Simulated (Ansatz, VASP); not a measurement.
Given: the input of a run of VASP 6.6.1 on C.

Contents of INCAR:

```
SYSTEM = C
PREC = Accurate
ENCUT = 520
EDIFF = 1E-6
ISMEAR = -1
SIGMA = 0.05
LREAL = .False.
LASPH = .True.
NELM = 80
ALGO = Normal
ISIF = 2
LWAVE = .False.
LCHARG = .False.
GGA = PE
NBANDS = 11
```

KPOINTS

```
regular mesh
0
Gamma
  13 13 8
  0 0 0
```

File POSCAR:

```
C
1.0
    2.1130425595     -1.2200386853      0.0000000000
    2.1130425595      1.2200386853      0.0000000000
   -1.3698138511      0.0000000000      3.4793204435
C
2
Direct
    0.1666444700      0.1666444700      0.9999069600
    0.8333555300      0.8333555300      0.0000930400
```

Potentials or basis: VASP PAW PBE potentials, release 64 (C).

Command:

```console
$ cat potpaw_PBE.64/C/POTCAR > POTCAR
$ mpirun -np 1 vasp_std > vasp.out
```

**Question.** Translate it to Ansatz 0.2.0. Potentials there: all-electron LAPW, scalar-relativistic.

**Answer.** As run (the cutoff follows the program's own potentials):

Contents of input.yaml:

```yaml
crystal:
  lattice:
    - [2.1130425595, -1.2200386853, 0.0]
    - [2.1130425595, 1.2200386853, 0.0]
    - [-1.3698138511, 0.0, 3.4793204435]
  atoms:
    - { symbol: C, position: [0.16664447, 0.16664447, 0.99990696] }
    - { symbol: C, position: [0.83335553, 0.83335553, 9.304e-05] }
kpoints:
  mp_grid: { grid: [13, 13, 8] }
scf:
  occupations: { method: fermi_dirac, width: 0.05 }
hamiltonian:
  xc: pbe
  pseudopotentials: { kind: all_electron, lapw: { basis_error: 0.0005 } }
output:
  forces: true
  stress: true
  eigenvalues: true
```

Potentials or basis: all-electron LAPW, scalar-relativistic.

Run with:

```bash
$ ansatz run input.yaml --threads 1 --pin off --max-ram 3072MiB --backend cpu --events-out ev --progress --plain --runs-dir out
```

Both were run:

|  | VASP | Ansatz | Ansatz less VASP |
| --- | --- | --- | --- |
| gap on the k mesh at the Fermi level (eV) | 0.94 | 0.94 | 0.000 |
| least direct gap on the mesh (eV) | 0.95 | 0.95 | 0.000 |
| pressure (GPa) | 10.0 | 9.5 | -0.51 |
| largest component of the traceless stress (GPa) | 7.74 | 7.13 | -0.612 |

Ansatz ran all-electron here, so the differences hold the error of VASP's frozen core and of both bases.

Caveats: an odd mesh through Γ misses points on the zone boundary, where band edges often lie; this functional lacks dispersion, which binds the layers, so the pressure and a relaxed spacing across them are unreliable.
